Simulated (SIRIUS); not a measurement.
Runs of SIRIUS 7.12.0 on HfC. The structure is cubic, space group Fm-3m (No. 225). Conventional cell: a = 4.650 Å, b = 4.650 Å, c = 4.650 Å, α = 90.00°, β = 90.00°, γ = 90.00°. Around Hf (site symmetry m-3m) lie 6 C at 2.33 Å. C (site symmetry m-3m) has 6 Hf at 2.33 Å as nearest neighbours. 

```tsv
level	V0 of scaled cells (Å³/atom)	B0 (GPa)
PBE+D3	12.36	(b)
PBE	(a)	(c)
PBE+D3(BJ)	12.33	241
PBE+D4	12.40	239
```

Alike in all rows: task equation of state; potentials or basis all-electron FP-LAPW, apw+lo standard; no spin polarisation; cell as given; k mesh 10 × 10 × 10; cutoff (eV) 249; smearing fermi-dirac 0.05 eV.

Question: Fill in the values left out.

Answer: (a) 12.59; (b) 242; (c) 233.
